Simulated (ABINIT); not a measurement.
# GaP (F-43m) in ABINIT: further runs

Aim: see how the results for GaP move with the level of theory and the settings. Levels: BP86, PBEsol, PBE, LDA-Teter. Tasks: band structure.

All numbers are computed with ABINIT 10.8.3 (patched build); they aren't measurements. Logs are shortened: lines on timing, memory, paths and dates and some standing lists are left out, and cuts for length are marked. The log counts tension as positive stress, the text compression.

**The experiment to reproduce.**

From “Stacking defects in GaP nanowires: Electronic structure and optical properties”, 2018, arxiv:1810.01194, for a bulk crystal of GaP at 10 K: band gap 2.34 eV (indirect).

The runs below are set against these values where they give the same quantity.

**1. Starting point**

The structure is cubic, space group F-43m (No. 216). Conventional cell: a = 5.451 Å, b = 5.451 Å, c = 5.451 Å, α = 90.00°, β = 90.00°, γ = 90.00°. Ga (site symmetry -43m) has 4 P at 2.36 Å as nearest neighbours. P (site symmetry -43m) is surrounded by 4 Ga at 2.36 Å.

**2. Band structure, BP86**

run.abi

```
# Datasets: ground state, then fixed potential
ndtset 2

# Pseudopotentials
pp_dirpath "./"
pseudos "Ga.GGA_PBE-JTH.xml, P.GGA_PBE-JTH.xml"

# Structure
acell 3*1.0
rprim
     0.0000000000     5.1499761211     5.1499761211
     5.1499761211     0.0000000000     5.1499761211
     5.1499761211     5.1499761211     0.0000000000
ntypat 2
znucl 31 15
natom 2
typat 1 2
xred
     0.0000000000     0.0000000000     0.0000000000
     0.7500000000     0.7500000000     0.7500000000

# Plane-wave basis
ecut 20.0
pawecutdg 40.0

# Exchange and correlation
ixc -106132

# Bands and occupations
occopt 3
tsmear 0.05 eV

# SCF cycle
nstep 100

# Output
iomode 3
prtwf 0
prteig 0
prtebands 0
enunit 1
prtden1 1

# Dataset 1
kptopt1 1
ngkpt1 8 8 8
nshiftk1 1
shiftk1 0.0 0.0 0.0
nband1 13
tolvrs1 1.0e-9

# Dataset 2: bands along G-X-W-K-G-L-U-W-L-K
iscf2 -2
getden2 1
nband2 17
nbdbuf2 2
tolwfr2 1.0e-12
kptopt2 -9
ndivsm2 5
prteig2 1
prtvol2 -3
kptbounds2
     0.0000000000     0.0000000000     0.0000000000
     0.5000000000     0.0000000000     0.5000000000
     0.5000000000     0.2500000000     0.7500000000
     0.3750000000     0.3750000000     0.7500000000
     0.0000000000     0.0000000000     0.0000000000
     0.5000000000     0.5000000000     0.5000000000
     0.6250000000     0.2500000000     0.6250000000
     0.5000000000     0.2500000000     0.7500000000
     0.5000000000     0.5000000000     0.5000000000
     0.3750000000     0.3750000000     0.7500000000
```

Potentials or basis: JTH PAW PBE v2.0.

The run is started by

```console
$ abinit run.abi > log 2>&1
```

run.abo:

```text
.Version 10.8.3 of ABINIT
 DATASET    1 : space group F-4 3 m (#216); Bravais cF (face-center cubic)
================================================================================
 Values of the parameters that define the memory need for DATASET  1.
     intxc =       0    ionmov =       0      iscf =      17    lmnmax =      18
     lnmax =       6     mgfft =      30  mpssoang =       3    mqgrid =    3001
     natom =       2  nloc_mem =       2    nspden =       1   nspinor =       1
    nsppol =       1      nsym =      24    n1xccc =       1    ntypat =       2
    occopt =       3   xclevel =       2
       mpw =        1185          nfft =       27000          nkpt =          29
 PAW method is used; the additional fine FFT grid is defined by:
   mgfftf=        45    nfftf =     91125
================================================================================
================================================================================

 DATASET    2 : space group F-4 3 m (#216); Bravais cF (face-center cubic)
================================================================================
 Values of the parameters that define the memory need for DATASET  2.
     intxc =       0    ionmov =       0      iscf =      -2    lmnmax =      18
     lnmax =       6     mgfft =      30  mpssoang =       3    mqgrid =    3001
     natom =       2  nloc_mem =       2    nspden =       1   nspinor =       1
    nsppol =       1      nsym =      24    n1xccc =       1    ntypat =       2
    occopt =       3   xclevel =       2
       mpw =        1203          nfft =       27000          nkpt =          87
 PAW method is used; the additional fine FFT grid is defined by:
   mgfftf=        45    nfftf =     91125
================================================================================
================================================================================

--------------------------------------------------------------------------------
------------- Echo of variables that govern the present computation ------------
--------------------------------------------------------------------------------
 -outvars: echo values of preprocessed input variables --------
            acell      1.0000000000E+00  1.0000000000E+00  1.0000000000E+00 Bohr
              amu      6.97230000E+01  3.09737620E+01
             ecut      2.00000000E+01 Hartree
           enunit           1
           getden1          0
           getden2          1
             iscf1         17
             iscf2         -2
              ixc     -106132
           jdtset        1    2
           kptopt1          1
           kptopt2         -9
         kptrlatt        8    0    0      0    8    0      0    0    8
          kptrlen1     5.82653286E+01
          kptrlen2     3.00000000E+01
            natom           2
            nband1         13
            nband2         17
           nbdbuf1          0
           nbdbuf2          2
           ndtset           2
           ndivsm1          0
           ndivsm2          5
            ngfft          30      30      30
          ngfftdg          45      45      45
             nkpt1         29
             nkpt2         87
            nstep         100
             nsym          24
           ntypat           2
           occopt           3
        pawecutdg      4.00000000E+01 Hartree
         pawxcdev           0
        prtebands           0
           prteig1          0
           prteig2          1
           prtvol1          0
           prtvol2         -3
            prtwf           0
            rprim      0.0000000000E+00  5.1499761211E+00  5.1499761211E+00
                       5.1499761211E+00  0.0000000000E+00  5.1499761211E+00
                       5.1499761211E+00  5.1499761211E+00  0.0000000000E+00
           shiftk1     0.00000000E+00  0.00000000E+00  0.00000000E+00
           shiftk2     5.00000000E-01  5.00000000E-01  5.00000000E-01
          spgroup         216
           tolvrs1     1.00000000E-09
           tolvrs2     0.00000000E+00
           tolwfr1     0.00000000E+00
           tolwfr2     1.00000000E-12
           tsmear      1.83746611E-03 Hartree
            typat      1  2
           useylm           1
           xangst      0.0000000000E+00  0.0000000000E+00  0.0000000000E+00
[... 229 lines left out ...]

 Fine grid specifications (used for densities):

 getcut: wavevector=  0.0000  0.0000  0.0000  ngfft=  45  45  45
         ecut(hartree)=     40.000   => boxcut(ratio)=   2.12196
--------------------------------------------------------------------------------

================================================================================
 Non-SCF case, kpt    1 (  0.00000  0.00000  0.00000), residuals and eigenvalues=
  2.68E-13  6.83E-13  5.32E-13  6.35E-13  3.40E-13  5.69E-13  4.76E-13  1.77E-13
  2.07E-13  1.13E-13  5.40E-13  3.45E-13  1.83E-13  6.58E-13  8.30E-13  6.25E-13
  3.84E-13
 -3.5097E-01 -3.5097E-01 -3.5097E-01 -3.4734E-01 -3.4734E-01 -2.7362E-01
  1.8584E-01  1.8584E-01  1.8584E-01  2.5009E-01  3.2873E-01  3.2873E-01
  3.2873E-01  5.0978E-01  5.4550E-01  5.4550E-01  6.4441E-01
 Non-SCF case, kpt    2 (  0.03571  0.00000  0.03571), residuals and eigenvalues=
  9.78E-13  6.19E-13  6.20E-13  8.63E-13  6.65E-13  5.23E-13  1.47E-13  2.21E-13
  6.82E-13  2.26E-13  5.05E-13  3.32E-13  8.13E-13  8.87E-13  1.76E-13  2.92E-13
  1.58E-05
[... 584 lines left out ...]
 Non-SCF case, kpt   86 (  0.38889  0.38889  0.72222), residuals and eigenvalues=
  5.72E-13  9.88E-13  5.95E-13  4.19E-13  8.90E-13  6.40E-13  9.36E-13  4.14E-13
  5.58E-13  5.28E-13  2.19E-13  3.95E-13  9.47E-13  2.75E-13  2.53E-13  1.96E-07
  4.17E-05
 -3.5454E-01 -3.4940E-01 -3.4901E-01 -3.4792E-01 -3.4695E-01 -1.6896E-01
 -5.3097E-02  4.0672E-02  1.0707E-01  2.7089E-01  3.7936E-01  4.7343E-01
  4.7383E-01  5.2398E-01  5.6205E-01  7.2851E-01  7.5879E-01
 Non-SCF case, kpt   87 (  0.37500  0.37500  0.75000), residuals and eigenvalues=
  8.78E-13  6.06E-13  4.01E-13  4.03E-13  3.65E-13  7.59E-13  3.65E-13  3.32E-13
  2.88E-13  3.83E-13  1.86E-13  8.32E-13  4.72E-13  4.95E-13  5.12E-13  2.76E-07
  3.44E-05
 -3.5466E-01 -3.4929E-01 -3.4892E-01 -3.4803E-01 -3.4689E-01 -1.6620E-01
 -5.5606E-02  4.1782E-02  1.0318E-01  2.6674E-01  3.6246E-01  4.8852E-01
  4.8933E-01  5.2672E-01  5.6812E-01  7.2418E-01  7.6829E-01

--- !ResultsGS
iteration_state: {dtset: 2, }
comment   : Summary of ground state results
lattice_vectors:
- [  0.0000000,   5.1499761,   5.1499761, ]
- [  5.1499761,   0.0000000,   5.1499761, ]
- [  5.1499761,   5.1499761,   0.0000000, ]
lattice_lengths: [   7.28317,    7.28317,    7.28317, ]
lattice_angles: [ 60.000,  60.000,  60.000, ] # degrees, (23, 13, 12)
lattice_volume:   2.7317795E+02
convergence: {deltae:  0.000E+00, res2:  0.000E+00, residm:  9.974E-13, diffor:  0.000E+00, }
etotal    :  -8.58386852E+01
entropy   :   0.00000000E+00
fermie    :   2.14876163E-01
cartesian_stress_tensor: null
pressure_GPa: null
xred      :
- [  0.0000E+00,   0.0000E+00,   0.0000E+00, Ga]
- [  7.5000E-01,   7.5000E-01,   7.5000E-01,  P]
cartesian_forces: null
force_length_stats: {min: null, max: null, mean: null, }
...

 Integrated electronic density in atomic spheres:
 ------------------------------------------------
 Atom  Sphere_radius  Integrated_density
    1        2.10359         11.08239596
    2        1.60765          1.59655882

================================================================================

 ----iterations are completed or convergence reached----

 Mean square residual over all n,k,spin=   52.172E-14; max=  99.745E-14
 reduced coordinates (array xred) for    2 atoms
       0.000000000000      0.000000000000      0.000000000000
       0.750000000000      0.750000000000      0.750000000000

 cartesian coordinates (angstrom) at end:
    1      0.00000000000000     0.00000000000000     0.00000000000000
    2      4.08787499719786     4.08787499719786     4.08787499719786
 length scales=  1.000000000000  1.000000000000  1.000000000000 bohr
              =  0.529177210544  0.529177210544  0.529177210544 angstroms
 Eigenvalues (   eV  ) for nkpt=  87  k points:
 kpt#   1, nband= 17, wtk=  1.00000, kpt=  0.0000  0.0000  0.0000 (reduced coord)
  -9.55026   -9.55026   -9.55026   -9.45155   -9.45155   -7.44571    5.05695    5.05695
   5.05695    6.80527    8.94526    8.94526    8.94526   13.87192   14.84376   14.84376
  17.53516
 kpt#   2, nband= 17, wtk=  1.00000, kpt=  0.0357  0.0000  0.0357 (reduced coord)
  -9.55228   -9.54948   -9.54948   -9.45186   -9.45128   -7.42348    4.83831    4.99111
   4.99111    7.01525    8.88229    9.03579    9.03579   13.98769   14.61800   14.86483
  17.58753
 kpt#   3, nband= 17, wtk=  1.00000, kpt=  0.0714  0.0000  0.0714 (reduced coord)
  -9.55808   -9.54720   -9.54720   -9.45283   -9.45049   -7.35710    4.35623    4.81120
   4.81120    7.45936    8.71838    9.28824    9.28824   14.07566   14.33425   14.92334
  17.71856
 kpt#   4, nband= 17, wtk=  1.00000, kpt=  0.1071  0.0000  0.1071 (reduced coord)
  -9.56700   -9.54351   -9.54351   -9.45449   -9.44921   -7.24746    3.78497    4.55582
   4.55582    7.89491    8.54273    9.66416    9.66416   13.47843   14.82948   15.02247
  17.94460
 kpt#   5, nband= 17, wtk=  1.00000, kpt=  0.1429  0.0000  0.1429 (reduced coord)
[... 317 lines left out ...]
   3.19855    7.67076   10.59994   11.81491   12.30502   14.68937   15.44571   18.55008
  19.55734
 kpt#  85, nband= 17, wtk=  1.00000, kpt=  0.4028  0.4028  0.6944 (reduced coord)
  -9.64403   -9.51117   -9.50072   -9.46399   -9.44244   -4.72218   -1.38112    1.21871
   3.04564    7.51437   10.66112   12.37250   12.39048   14.43903   15.31349   19.42601
  19.92300
 kpt#  86, nband= 17, wtk=  1.00000, kpt=  0.3889  0.3889  0.7222 (reduced coord)
  -9.64762   -9.50774   -9.49706   -9.46744   -9.44110   -4.59772   -1.44484    1.10676
   2.91348    7.37142   10.32291   12.88277   12.89350   14.25835   15.29429   19.82376
  20.64766
 kpt#  87, nband= 17, wtk=  1.00000, kpt=  0.3750  0.3750  0.7500 (reduced coord)
  -9.65072   -9.50477   -9.49453   -9.47039   -9.43946   -4.52255   -1.51311    1.13696
   2.80778    7.25833    9.86310   13.29319   13.31546   14.33276   15.45926   19.70598
  20.90629

== END DATASET(S) ==============================================================
================================================================================

 -outvars: echo values of variables after computation  --------
            acell      1.0000000000E+00  1.0000000000E+00  1.0000000000E+00 Bohr
           etotal1    -8.5838685179E+01
            fcart1     0.0000000000E+00 -1.3071153923E-29  1.3071153923E-29
                       0.0000000000E+00  1.3071153923E-29 -1.3071153923E-29
            rprim      0.0000000000E+00  5.1499761211E+00  5.1499761211E+00
                       5.1499761211E+00  0.0000000000E+00  5.1499761211E+00
                       5.1499761211E+00  5.1499761211E+00  0.0000000000E+00
           strten1    -1.0092270071E-04 -1.0092270071E-04 -1.0092270071E-04
                       0.0000000000E+00  0.0000000000E+00  0.0000000000E+00
           xangst      0.0000000000E+00  0.0000000000E+00  0.0000000000E+00
                       4.0878749972E+00  4.0878749972E+00  4.0878749972E+00
             xred      0.0000000000E+00  0.0000000000E+00  0.0000000000E+00
                       7.5000000000E-01  7.5000000000E-01  7.5000000000E-01
 Calculation completed.
```

Run time: 42 s. Hardware: 1 thread of Arm Neoverse V1, shared host; peak memory 0.12 GiB.

What came out:

- Free energy: -2335.7896 eV
- Pressure: 3.0 GPa
- Band gap on the k mesh: 1.64 eV, indirect (least direct gap 1.75 eV)
- Band gap along the path: 1.61 eV, indirect (least direct gap 1.75 eV)
- Valence electrons inside the program's atomic spheres: Ga 11.08; P 1.60

Levels at the corners of the path, in eV from the valence-band top:
```tsv
point	band 5	band 6	band 7	band 8	band 9	band 10	band 11	band 12	band 13	band 14
Γ	-14.51	-12.50	0.00	0.00	0.00	1.75	3.89	3.89	3.89	8.82
X	-14.49	-9.54	-6.78	-2.68	-2.68	1.68	1.83	10.56	10.56	11.16
W	-14.50	-9.45	-6.58	-3.56	-3.41	4.73	4.84	6.09	6.17	11.56
K	-14.50	-9.58	-6.57	-3.92	-2.25	2.20	4.81	8.24	8.26	9.28
Γ	-14.51	-12.50	0.00	0.00	0.00	1.75	3.89	3.89	3.89	8.82
L	-14.50	-10.44	-6.64	-1.12	-1.12	1.64	4.73	4.73	8.32	10.87
U	-14.50	-9.58	-6.57	-3.92	-2.25	2.20	4.81	8.24	8.26	9.28
W	-14.50	-9.45	-6.58	-3.56	-3.41	4.73	4.84	6.09	6.17	11.56
L	-14.50	-10.44	-6.64	-1.12	-1.12	1.64	4.73	4.73	8.32	10.87
K	-14.50	-9.58	-6.57	-3.92	-2.25	2.20	4.81	8.24	8.26	9.28
```

Caveat: the PAW data sets were made with another functional, which shifts forces and pressure a little.

**3. Band structure, PBEsol**

Edit run.abi of step 2 so:

```diff
@@ -1,5 +1,3 @@
-# Datasets: ground state, then fixed potential
 ndtset 2
 
-# Pseudopotentials
 pp_dirpath "./"
@@ -7,8 +5,7 @@
 
-# Structure
-acell 3*1.0
+acell 3*1.0 Angstrom
 rprim
-     0.0000000000     5.1499761211     5.1499761211
-     5.1499761211     0.0000000000     5.1499761211
-     5.1499761211     5.1499761211     0.0000000000
+     0.0000000000     2.7252500000     2.7252500000
+     2.7252500000     0.0000000000     2.7252500000
+     2.7252500000     2.7252500000     0.0000000000
 ntypat 2
@@ -21,3 +18,2 @@
 
-# Plane-wave basis
 ecut 20.0
@@ -25,6 +21,4 @@
 
-# Exchange and correlation
-ixc -106132
+ixc -116133
 
-# Bands and occupations
 occopt 3
@@ -32,6 +26,4 @@
 
-# SCF cycle
 nstep 100
 
-# Output
 iomode 3
@@ -42,4 +34,6 @@
 prtden1 1
+prtvha1 1
+prtvclmb1 1
+prtpot1 1
 
-# Dataset 1
 kptopt1 1
@@ -51,3 +45,2 @@
 
-# Dataset 2: bands along G-X-W-K-G-L-U-W-L-K
 iscf2 -2
@@ -58,3 +51,3 @@
 kptopt2 -9
-ndivsm2 5
+ndivsm2 6
 prteig2 1
```

Potentials or basis: JTH PAW PBE v2.0.

The run is started by

```console
$ abinit run.abi > log 2>&1
```

It took 51 s on 1 thread of Arm Neoverse V1, shared host; peak memory 0.13 GiB.

Results (log left out):

```
Free energy                                           : -2333.2900 eV
Pressure                                              : -0.4 GPa
Band gap on the k mesh                                : 1.51 eV, indirect (least direct gap 1.74 eV)
Band gap along the path                               : 1.47 eV, indirect (least direct gap 1.74 eV)
Valence electrons inside the program's atomic spheres : Ga 11.07; P 1.58
```

Levels at the corners of the path, in eV from the valence-band top:
```csv
point,band 5,band 6,band 7,band 8,band 9,band 10,band 11,band 12,band 13,band 14
Γ,-14.43,-12.53,0.00,0.00,0.00,1.74,3.82,3.82,3.82,8.57
X,-14.41,-9.53,-6.81,-2.72,-2.72,1.51,1.72,10.53,10.53,11.07
W,-14.42,-9.43,-6.60,-3.63,-3.48,4.60,4.83,6.01,6.03,11.50
K,-14.42,-9.56,-6.60,-4.00,-2.28,2.07,4.72,8.17,8.19,9.19
Γ,-14.43,-12.53,0.00,0.00,0.00,1.74,3.82,3.82,3.82,8.57
L,-14.42,-10.44,-6.70,-1.13,-1.13,1.58,4.64,4.64,8.09,10.73
U,-14.42,-9.56,-6.60,-4.00,-2.28,2.07,4.72,8.17,8.19,9.19
W,-14.42,-9.43,-6.60,-3.63,-3.48,4.60,4.83,6.01,6.03,11.50
L,-14.42,-10.44,-6.70,-1.13,-1.13,1.58,4.64,4.64,8.09,10.73
K,-14.42,-9.56,-6.60,-4.00,-2.28,2.07,4.72,8.17,8.19,9.19
```

Caveat: the PAW data sets were made with another functional, which shifts forces and pressure a little.

**4. Band structure, PBE**

Edit run.abi of step 3 so:

```diff
@@ -1,11 +1,14 @@
+# Datasets: ground state, then fixed potential
 ndtset 2
 
+# Pseudopotentials
 pp_dirpath "./"
-pseudos "Ga.GGA_PBE-JTH.xml, P.GGA_PBE-JTH.xml"
+pseudos "Ga.upf, P.upf"
 
-acell 3*1.0 Angstrom
+# Structure
+acell 3.8540855109 3.8540855109 3.8540855109 Angstrom
 rprim
-     0.0000000000     2.7252500000     2.7252500000
-     2.7252500000     0.0000000000     2.7252500000
-     2.7252500000     2.7252500000     0.0000000000
+     0.0000000000     0.7071067812     0.7071067812
+     0.7071067812     0.0000000000     0.7071067812
+     0.7071067812     0.7071067812     0.0000000000
 ntypat 2
@@ -18,7 +21,9 @@
 
-ecut 20.0
-pawecutdg 40.0
+# Plane-wave basis
+ecut 1088.455450 eV
 
-ixc -116133
+# Exchange and correlation
+ixc 11
 
+# Bands and occupations
 occopt 3
@@ -26,4 +31,6 @@
 
+# SCF cycle
 nstep 100
 
+# Output
 iomode 3
@@ -32,8 +39,6 @@
 prtebands 0
-enunit 1
+enunit 2
 prtden1 1
-prtvha1 1
-prtvclmb1 1
-prtpot1 1
 
+# Dataset 1
 kptopt1 1
@@ -43,4 +48,5 @@
 nband1 13
-tolvrs1 1.0e-9
+tolvrs1 1.0e-10
 
+# Dataset 2: bands along G-X-W-K-G-L-U-W-L-K
 iscf2 -2
@@ -51,3 +57,3 @@
 kptopt2 -9
-ndivsm2 6
+ndivsm2 8
 prteig2 1
```

Potentials or basis: Ansatz NC PBE.

The run is started by

```console
$ abinit run.abi > log 2>&1
```

Wall time 4.2 min (1 thread of Arm Neoverse V1, shared host); peak memory 0.19 GiB.

Results (log left out):

* Free energy: -2270.2117 eV
* Pressure: 2.5 GPa
* Band gap on the k mesh: 1.64 eV, indirect (least direct gap 1.82 eV)
* Band gap along the path: 1.60 eV, indirect (least direct gap 1.82 eV)
* Valence electrons inside the program's atomic spheres: Ga 10.82; P 2.81

Levels at the corners of the path, in eV from the valence-band top:
| point | band 5 | band 6 | band 7 | band 8 | band 9 | band 10 | band 11 | band 12 | band 13 | band 14 |
| --- | --- | --- | --- | --- | --- | --- | --- | --- | --- | --- |
| Γ | -14.47 | -12.49 | 0.00 | 0.00 | 0.00 | 1.82 | 3.89 | 3.89 | 3.89 | 8.81 |
| X | -14.45 | -9.53 | -6.75 | -2.68 | -2.68 | 1.66 | 1.83 | 10.57 | 10.57 | 11.18 |
| W | -14.46 | -9.44 | -6.54 | -3.57 | -3.42 | 4.70 | 4.86 | 6.10 | 6.15 | 11.58 |
| K | -14.45 | -9.57 | -6.54 | -3.93 | -2.25 | 2.19 | 4.80 | 8.23 | 8.25 | 9.30 |
| Γ | -14.47 | -12.49 | 0.00 | 0.00 | 0.00 | 1.82 | 3.89 | 3.89 | 3.89 | 8.81 |
| L | -14.46 | -10.43 | -6.63 | -1.12 | -1.12 | 1.67 | 4.72 | 4.72 | 8.28 | 10.88 |
| U | -14.45 | -9.57 | -6.54 | -3.93 | -2.25 | 2.19 | 4.80 | 8.23 | 8.25 | 9.30 |
| W | -14.46 | -9.44 | -6.54 | -3.57 | -3.42 | 4.70 | 4.86 | 6.10 | 6.15 | 11.58 |
| L | -14.46 | -10.43 | -6.63 | -1.12 | -1.12 | 1.67 | 4.72 | 4.72 | 8.28 | 10.88 |
| K | -14.45 | -9.57 | -6.54 | -3.93 | -2.25 | 2.19 | 4.80 | 8.23 | 8.25 | 9.30 |

(Part 1 of 2 ends here.)
